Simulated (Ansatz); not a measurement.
# Be₂Se: from a trial structure to a relaxed crystal

Method: Ansatz, DFT PBE, scalar-relativistic, plane waves, PAW. Cutoff 420 eV, Γ-centred k mesh, Gaussian smearing, no spin polarisation in the final step.

Be₂Se was placed on the 2H molybdenite structure type (P6_3/mmc, No. 194), with Se in place of Mo, Be in place of S, at a guessed volume.

```xyz
6
Lattice="2.8451 0.0000 0.0000 -1.4225 2.4639 0.0000 0.0000 0.0000 11.0662" Properties=species:S:1:pos:R:3 pbc="T T T"
Be    0.0000    1.6426    6.9440
Be    1.4225    0.8213    1.4109
Be    0.0000    1.6426    9.6553
Be    1.4225    0.8213    4.1222
Se    0.0000    1.6426    2.7666
Se    1.4225    0.8213    8.2997
```

Cell and atoms relax at zero pressure; the relaxation can't lower the symmetry of the start. After a coarse first stage the cell is made exact in the group found at 0.06 Å.

The zero of energy is the elements' standard structures at the same level; no fitted shifts are applied.

Problem. What does it relax into?

Solution. It keeps P6_3/mmc (No. 194), but not the shape of the type it started on. Conventional cell: a = 3.453 Å, c = 8.093 Å. Around Be lie 3 Be at 2.36 Å, 3 Se at 2.43 Å, 1 Se at 2.66 Å and 1 Be at 2.78 Å; Se has 6 Be at 2.43 Å and 2 Be at 2.66 Å.

```
Be Se
1.0
     3.45282    0.00000    0.00000
    -1.72641    2.99023    0.00000
     0.00000    0.00000    8.09325
Be Se
4 2
Direct
  0.33333 0.66667 0.57811
  0.66667 0.33333 0.07811
  0.33333 0.66667 0.92189
  0.66667 0.33333 0.42189
  0.33333 0.66667 0.25000
  0.66667 0.33333 0.75000
```

Problem. What are its volume, energy, density and gap?

Solution. The volume per atom is 13.93 Å³. The density is 3.86 g/cm³ and the energy over the elements is 0.36 eV/atom. The gap on the 12×12×6 mesh is 0 eV (a metal).

The final run used a 12×12×6 mesh on its 6-atom cell and 0.10 eV smearing. For metals, differences of a few meV/atom aren't resolved. A structure relaxed within its symmetry needn't be a true minimum.

Cost: 3 runs of about 1.6 core-minutes in all, on Arm Neoverse V1 (shared hosts).